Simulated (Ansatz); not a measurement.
# Au (Fm-3m) in Ansatz: notebook

The runs below take Au through single point, equation of state, with revPBE+D3(BJ).

All numbers are computed with Ansatz 0.2.0; they aren't measurements. Logs are shortened: lines on timing, memory, paths and dates and some standing lists are left out, and cuts for length are marked.

**What was measured.**

From “Exploring toroidal anvil profiles for larger sample volumes above 4 Mbar”, 2024, pmc:11102561, for a bulk crystal of Au: bulk modulus 167 GPa.

The results are compared with them further down.

## Step 1: Starting point

The structure is cubic, space group Fm-3m (No. 225). The conventional cell has a = 4.070 Å, b = 4.070 Å, c = 4.070 Å, α = 90.00°, β = 90.00°, γ = 90.00°. Around Au (site symmetry m-3m) lie 12 Au at 2.88 Å.

## Step 2: Single point, revPBE+D3(BJ), 15.84 Å³/atom (volume scaled by 0.94)

The input, input.yaml:

```yaml
crystal:
  lattice:
    - [0.0, 1.9934577312, 1.9934577312]
    - [1.9934577312, 0.0, 1.9934577312]
    - [1.9934577312, 1.9934577312, 0.0]
  atoms:
    - { symbol: Au, position: [0.0, 0.0, 0.0] }
hamiltonian:
  xc: revpbe
  pseudopotentials: { kind: paw }
  dispersion: d3bj
kpoints:
  mp_grid: { grid: [11, 11, 11] }
scf:
  occupations: { method: fermi_dirac, width: 0.05 }
output:
  forces: true
  stress: true
  eigenvalues: true
```

Potentials or basis: Ansatz PAW.

Launch:

```sh
$ ansatz run input.yaml --threads 2 --pin off --max-ram 5120MiB --backend cpu --events-out ev --progress --plain --runs-dir out
```

Output:

```text
Warning: RAYON_NUM_THREADS=2 ignored (pool sized by the plan → 2); use --threads N
Engine: ansatz 0.2.0, x86_64-unknown-linux-gnu
Pseudopotentials: kind: paw
Pseudopotential: Au, paw, valence charge 19, recommended cutoff 420 eV (normal), Au.paw.azcp
Functional definition: revPBE
  parameter kappa = 1.245
  parameter beta = 0.06672455060314922
  exchange = pbe_x(kappa = kappa, mu = beta*pi^2/3)
  correlation = pbe_c(beta = beta)
Crystal: 1 atoms, lattice volume = 15.843 Å³
Basis set: ecut = 420 eV, 331 PW (Γ), exchange–correlation on 40×40×40 points (8 copies of the dense FFT grid, shifted against one another)
Bands: 14, of which v1, the nominal top of the filled ones, is band 10 counted from 1 (9 counted from 0)
Symmetry: 48 space group operations
Space group: Fm-3m (ITA 225), of the structure as read, at distance tolerance 2.5e-5 Å
k-points: 56 of 1331
Non-local potential: Au, projectors of the file, l = 0: 3, l = 1: 2, l = 2: 2, l = 3: 1
PAW form: soft (Blöchl's): semilocal exchange-correlation on the pseudo side does not see the compensation charge
PAW frozen core: Au, regenerated for the run's functional, and the local potential with it (the file was generated under x = pbe(κ = 0.804, μ = 0.2195149727645171), c = pbe(β = 0.06672455060314922))
PAW one-centre angular grid: Au, 590 points (default); XC on 64 Gauss nodes
Initial density: superposition of atomic densities (neutral atoms: chi_scale 0, normalization atom), corrected by the library's trained network
Initial wavefunctions: pseudopotential atomic-orbital guess
Functional: x = revpbe(κ = 1.245, μ = 0.2195149727645171), c = pbe(β = 0.06672455060314922)
SCF iter   1: F=—  HF=-13160.586476 eV  |F-HF|=—  |Δ(HF+E_count)|=         —  Δρ=3.17e-3  dr2=1.19e-3  ethr=1.77e-3  ⟨swp⟩=4.7  Hψ=3996  notcnv=0
preconditioner: auto → none  [insulator: Δε(μ)=0.149 eV  Ē_g=16.875 eV  σ=0.050 eV  W_gap=0.62  n_scr=8 (ndim 8)  ℏωp=30.9 eV  f_vac=0.000  D(μ)=0.27/eV (n_scr^D=0)  ε∞_Penn≈4.4]
SCF iter   2: F=—  HF=-13160.586594 eV  |F-HF|=—  |Δ(HF+E_count)|=   1.18e-4  Δρ=1.20e-3  dr2=7.62e-5  ethr=6.27e-6  ⟨swp⟩=2.4  Hψ=1579  notcnv=0
SCF iter   3: F=—  HF=-13160.586648 eV  |F-HF|=—  |Δ(HF+E_count)|=   5.46e-5  Δρ=6.14e-4  dr2=1.25e-5  ethr=4.01e-7  ⟨swp⟩=2.2  Hψ=1106  notcnv=0
SCF iter   4: F=—  HF=-13160.586687 eV  |F-HF|=—  |Δ(HF+E_count)|=   3.87e-5  Δρ=8.56e-5  dr2=2.44e-7  ethr=6.60e-8  ⟨swp⟩=2.2  Hψ=1089  notcnv=0
iter 5 did not close the SCF: its close was put off for the readings that it lacked (scf_convergence_deferred on its scf_iter line)
SCF iter   5: F=-13160.586688 eV  HF=-13160.586688 eV  |F-HF|=5.65e-9  |Δ(HF+E_count)|=   9.46e-7  Δρ=6.68e-6  dr2=1.36e-9  ethr=1.28e-9  ⟨swp⟩=2.1  Hψ=1170  notcnv=0
SCF iter   6: F=-13160.586688 eV  HF=-13160.586688 eV  |F-HF|=0.00e0  |Δ(HF+E_count)|=   6.56e-9  Δρ=2.72e-7  dr2=3.17e-12  ethr=7.17e-12  ⟨swp⟩=1.9  Hψ=2419  notcnv=0
SCF 1 converged in 6 iterations: F = -13160.586688 eV  dr2 = 3.17e-12
SCF converged after 6 iterations
Free energy (F): -13160.586688 eV
Harris-Foulkes:  -13160.586688 eV  (|F-HF|=0.00e0)
Internal energy: -13160.584384 eV  (E = F + TS)
E sigma→0 (E₀):  -13160.585536 eV
Entropy (-TS):   -0.002304 eV (-2.304 meV/atom)
Fermi energy:    22.804928 eV
--- Per-component energies (eV) ---
  E_band       = -171.579782
  E_kinetic    = 607.224418
  E_local      = -1595.428532  (includes V_loc(G=0)·N_el)
  E_nonlocal   = 73.683329
  E_hartree    = 690.341080
  E_xc         = -229.273747
  E_vxc        = -276.718679  (∫ρ·V_xc dr)
  E_paw        = -9716.789055  (= ΣΔE_a)
  E_vpaw       = -361.023999  (= ΣTr[D̂ρ^β])
  E_aug_tail   = 0.001462  (compensation charges beyond the density's cutoff)
  E_ewald      = -2988.947276
  E_disp       = -1.361888  (pairwise vdW)
  E_core_change = -0.034176  (= ΣΔE_core)
  E_smearing   = -0.002304  (= −TS)
  E_closure    = 0.000000  (closes the sum)
  Σ components = -13160.586688   (vs F -13160.586688, Δ=0.00e0)
--- Forces (eV/Å), atoms counted from 1 ---
  atom   1  Au    -0.00000000     0.00000000    -0.00000000
  max |Σ_I F_I| component: 8.63e-32 eV/Å
--- Stress (GPa, compression-positive) ---
       14.142077       0.000000       0.000000
        0.000000      14.142077       0.000000
        0.000000       0.000000      14.142077
  P = ⅓ Tr σ = 14.1421 GPa (141.421 kbar)
--- Band table (eV; the first three rows and the last of 56) ---
  k-point 0: bands = ["-82.8820", "-34.2294", "-34.2294", "-34.2294", "12.1745", "17.7050", "17.7050", "17.7050", "19.4261", "19.4261", "37.1621", "41.5884", "41.5884", "41.5884"]
  k-point 1: bands = ["-82.8806", "-34.2530", "-34.2329", "-34.2329", "12.4812", "17.6009", "17.8116", "17.8116", "19.3785", "19.3785", "37.5432", "39.9848", "41.9889", "41.9889"]
  k-point 2: bands = ["-82.8769", "-34.3160", "-34.2423", "-34.2423", "13.3172", "17.4302", "18.0037", "18.0037", "19.3788", "19.3788", "36.9525", "38.4410", "43.0255", "43.0255"]
  k-point 55: bands = ["-82.8589", "-34.4342", "-34.4183", "-34.3370", "16.2374", "16.8433", "17.4875", "19.2833", "21.0485", "27.4032", "29.0177", "30.0999", "33.3744", "44.5392"]
```

It took 0.32 s on 2 threads of INTEL XEON PLATINUM 8581C at 2.30GHz (Emerald Rapids), shared host; peak memory 0.33 GiB.

Results:

```
Free energy            : -13160.5867 eV
Pressure               : 14.1 GPa
Band gap on the k mesh : none (metal or under the smearing width)
```

Caveat: pairwise dispersion overbinds metals, which lowers pressure and volume; the PAW data sets come from PBE, with cores solved anew for the run's functional, which leaves a small shift of forces and pressure.

## Step 3: Single point, revPBE+D3(BJ), 16.18 Å³/atom (volume scaled by 0.96)

input.yaml, as its differences from that of step 2:

```diff
@@ -2,5 +2,5 @@
   lattice:
-    - [0.0, 1.9934577312, 1.9934577312]
-    - [1.9934577312, 0.0, 1.9934577312]
-    - [1.9934577312, 1.9934577312, 0.0]
+    - [0.0, 2.0074966285, 2.0074966285]
+    - [2.0074966285, 0.0, 2.0074966285]
+    - [2.0074966285, 2.0074966285, 0.0]
   atoms:
```

Potentials or basis: Ansatz PAW.

Launch:

```sh
$ ansatz run input.yaml --threads 2 --pin off --max-ram 5120MiB --backend cpu --events-out ev --progress --plain --runs-dir out
```

Run time: 0.34 s. Hardware: 2 threads of INTEL XEON PLATINUM 8581C at 2.30GHz (Emerald Rapids), shared host; peak memory 0.33 GiB.

Results (log left out):

```yaml
Free_energy: -13160.6111 eV
Pressure: 9.2 GPa
Band_gap_on_the_k_mesh: none (metal or under the smearing width)
```

Caveat: pairwise dispersion overbinds metals, which lowers pressure and volume; the PAW data sets come from PBE, with cores solved anew for the run's functional, which leaves a small shift of forces and pressure.

## Step 4: Single point, revPBE+D3(BJ), 16.52 Å³/atom (volume scaled by 0.98)

input.yaml, as its differences from that of step 3:

```diff
@@ -2,5 +2,5 @@
   lattice:
-    - [0.0, 2.0074966285, 2.0074966285]
-    - [2.0074966285, 0.0, 2.0074966285]
-    - [2.0074966285, 2.0074966285, 0.0]
+    - [0.0, 2.0213418704, 2.0213418704]
+    - [2.0213418704, 0.0, 2.0213418704]
+    - [2.0213418704, 2.0213418704, 0.0]
   atoms:
```

Launch:

```sh
$ ansatz run input.yaml --threads 2 --pin off --max-ram 5120MiB --backend cpu --events-out ev --progress --plain --runs-dir out
```

Wall time 0.33 s (2 threads of INTEL XEON PLATINUM 8581C at 2.30GHz (Emerald Rapids), shared host); peak memory 0.32 GiB.

Results (log left out):

- Free energy: -13160.6258 eV
- Pressure: 4.8 GPa
- Band gap on the k mesh: none (metal or under the smearing width)

Caveat: pairwise dispersion overbinds metals, which lowers pressure and volume; the PAW data sets come from PBE, with cores solved anew for the run's functional, which leaves a small shift of forces and pressure.

## Step 5: Single point, revPBE+D3(BJ), 16.85 Å³/atom

input.yaml, as its differences from that of step 4:

```diff
@@ -2,5 +2,5 @@
   lattice:
-    - [0.0, 2.0213418704, 2.0213418704]
-    - [2.0213418704, 0.0, 2.0213418704]
-    - [2.0213418704, 2.0213418704, 0.0]
+    - [0.0, 2.035, 2.035]
+    - [2.035, 0.0, 2.035]
+    - [2.035, 2.035, 0.0]
   atoms:
@@ -19 +19,5 @@
   eigenvalues: true
+  write_density: true
+  write_potential: true
+  elf: true
+  volumetric_format: npy
```

Launch:

```sh
$ ansatz run input.yaml --threads 2 --pin off --max-ram 5120MiB --backend cpu --events-out ev --progress --plain --runs-dir out
```

It took 0.4 s on 2 threads of INTEL XEON PLATINUM 8581C at 2.30GHz (Emerald Rapids), shared host; peak memory 0.31 GiB.

The run converged. Its results:

```yaml
Free_energy: -13160.6319 eV
Pressure: 1.0 GPa
Band_gap_on_the_k_mesh: none (metal or under the smearing width)
```

Caveat: pairwise dispersion overbinds metals, which lowers pressure and volume; the PAW data sets come from PBE, with cores solved anew for the run's functional, which leaves a small shift of forces and pressure.

## Step 6: Single point, revPBE+D3(BJ), 17.19 Å³/atom (volume scaled by 1.02)

The input, input.yaml:

```yaml
crystal:
  lattice:
    - [0.0, 2.048477214, 2.048477214]
    - [2.048477214, 0.0, 2.048477214]
    - [2.048477214, 2.048477214, 0.0]
  atoms:
    - { symbol: Au, position: [0.0, 0.0, 0.0] }
hamiltonian:
  xc: revpbe
  pseudopotentials: { kind: paw }
  dispersion: d3bj
kpoints:
  mp_grid: { grid: [11, 11, 11] }
scf:
  occupations: { method: fermi_dirac, width: 0.05 }
output:
  forces: true
  stress: true
  eigenvalues: true
```

Potentials or basis: Ansatz PAW.

Launch:

```sh
$ ansatz run input.yaml --threads 2 --pin off --max-ram 5120MiB --backend cpu --events-out ev --progress --plain --runs-dir out
```

Run time: 0.34 s. Hardware: 2 threads of INTEL XEON PLATINUM 8581C at 2.30GHz (Emerald Rapids), shared host; peak memory 0.33 GiB.

The run converged. Its results:

| Item | Value |
| --- | --- |
| Free energy | -13160.6305 eV |
| Pressure | -2.3 GPa |
| Band gap on the k mesh | none (metal or under the smearing width) |

Caveat: pairwise dispersion overbinds metals, which lowers pressure and volume; the PAW data sets come from PBE, with cores solved anew for the run's functional, which leaves a small shift of forces and pressure.

## Step 7: Single point, revPBE+D3(BJ), 17.53 Å³/atom (volume scaled by 1.04)

input.yaml, as its differences from that of step 6:

```diff
@@ -2,5 +2,5 @@
   lattice:
-    - [0.0, 2.048477214, 2.048477214]
-    - [2.048477214, 0.0, 2.048477214]
-    - [2.048477214, 2.048477214, 0.0]
+    - [0.0, 2.0617793868, 2.0617793868]
+    - [2.0617793868, 0.0, 2.0617793868]
+    - [2.0617793868, 2.0617793868, 0.0]
   atoms:
```

Launch:

```sh
$ ansatz run input.yaml --threads 2 --pin off --max-ram 5120MiB --backend cpu --events-out ev --progress --plain --runs-dir out
```

Wall time 0.35 s (2 threads of INTEL XEON PLATINUM 8581C at 2.30GHz (Emerald Rapids), shared host); peak memory 0.33 GiB.

The run converged. Its results:

```
Free energy            : -13160.6226 eV
Pressure               : -5.2 GPa
Band gap on the k mesh : none (metal or under the smearing width)
```

Caveat: pairwise dispersion overbinds metals, which lowers pressure and volume; the PAW data sets come from PBE, with cores solved anew for the run's functional, which leaves a small shift of forces and pressure.

## Step 8: Single point, revPBE+D3(BJ), 17.87 Å³/atom (volume scaled by 1.06)

input.yaml, as its differences from that of step 7:

```diff
@@ -2,5 +2,5 @@
   lattice:
-    - [0.0, 2.0617793868, 2.0617793868]
-    - [2.0617793868, 0.0, 2.0617793868]
-    - [2.0617793868, 2.0617793868, 0.0]
+    - [0.0, 2.0749120936, 2.0749120936]
+    - [2.0749120936, 0.0, 2.0749120936]
+    - [2.0749120936, 2.0749120936, 0.0]
   atoms:
```

Launch:

```sh
$ ansatz run input.yaml --threads 2 --pin off --max-ram 5120MiB --backend cpu --events-out ev --progress --plain --runs-dir out
```

Wall time 0.35 s (2 threads of INTEL XEON PLATINUM 8581C at 2.30GHz (Emerald Rapids), shared host); peak memory 0.32 GiB.

It converged, with:

| Item | Value |
| --- | --- |
| Free energy | -13160.6090 eV |
| Pressure | -7.7 GPa |
| Band gap on the k mesh | none (metal or under the smearing width) |

Caveat: pairwise dispersion overbinds metals, which lowers pressure and volume; the PAW data sets come from PBE, with cores solved anew for the run's functional, which leaves a small shift of forces and pressure.

## Step 9: Equation of state, revPBE+D3(BJ)

Potentials or basis: Ansatz PAW.

No new run: the results of the series are fitted here.

What came out:

```yaml
Equilibrium_volume: 16.96 Å³/atom
Bulk_modulus: 171 GPa
Pressure_derivative_of_the_bulk_modulus: 5.8
```

Energy against volume, from the lowest point:
```csv
volume (Å³/atom),energy (meV/atom)
15.843,45.20
16.181,20.77
16.518,6.12
16.855,0.00
17.192,1.37
17.529,9.26
17.866,22.84
```

Caveat: the potentials were made for another functional, which shifts forces and pressure. The run has no spin-orbit coupling, so splittings on Au are missing.

## Step 10: Against experiment

Step 9. Measured bulk modulus of Au: 167 GPa (quoted in “Exploring toroidal anvil profiles for larger sample volumes above 4 Mbar”, 2024, pmc:11102561). This calculation gives 171 GPa (+2.6 %). The fit is for a static lattice scaled at fixed shape and fixed fractional positions.
